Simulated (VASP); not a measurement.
The system is Cu3N.

```
Cu N
1.0
     3.80700    0.00000    0.00000
     0.00000    3.80700    0.00000
     0.00000    0.00000    3.80700
Cu N
3 1
Direct
  0.50000 0.00000 0.00000
  0.00000 0.50000 0.00000
  0.00000 0.00000 0.50000
  0.00000 0.00000 0.00000
```

- Program: VASP 6.6.1
- Task: relaxation of cell and atoms
- Functional: PBE
- Potentials or basis: VASP PAW PBE potentials, release 64 (Cu, N)
- Cutoff: 600 eV
- k mesh: 10 × 10 × 10
- Occupations: methfessel-paxton, width 0.1 eV
- Spin: no spin polarisation

At the start: pressure 2.5 GPa; volume 13.79 Å³/atom.

Question: How do energy, volume and symmetry change on relaxing?

Answer: Over 3 steps the energy falls by 2.2 meV/atom and the volume is 14.08 Å³/atom (+2.1 %); space group Pm-3m (No. 221, to 0.05 Å).

The path:
```tsv
step	energy change (eV)	largest force (eV/Å)	pressure (GPa)	volume (Å³)
1	0.0000	0.0000	2.55	55.18
2	-0.0064	0.0000	-1.19	56.95
3	-0.0088	0.0000	-0.04	56.32
```

Final structure:
```cif
data_structure
_symmetry_space_group_name_H-M 'P 1'
_symmetry_Int_Tables_number 1
_cell_length_a 3.8332
_cell_length_b 3.8332
_cell_length_c 3.8332
_cell_angle_alpha 90.000
_cell_angle_beta 90.000
_cell_angle_gamma 90.000
_cell_volume 56.32
loop_
_atom_site_label
_atom_site_type_symbol
_atom_site_fract_x
_atom_site_fract_y
_atom_site_fract_z
_atom_site_occupancy
Cu1 Cu 0.50000 0.00000 0.00000 1
Cu2 Cu 0.00000 0.50000 0.00000 1
Cu3 Cu 0.00000 0.00000 0.50000 1
N1 N 0.00000 0.00000 0.00000 1
```
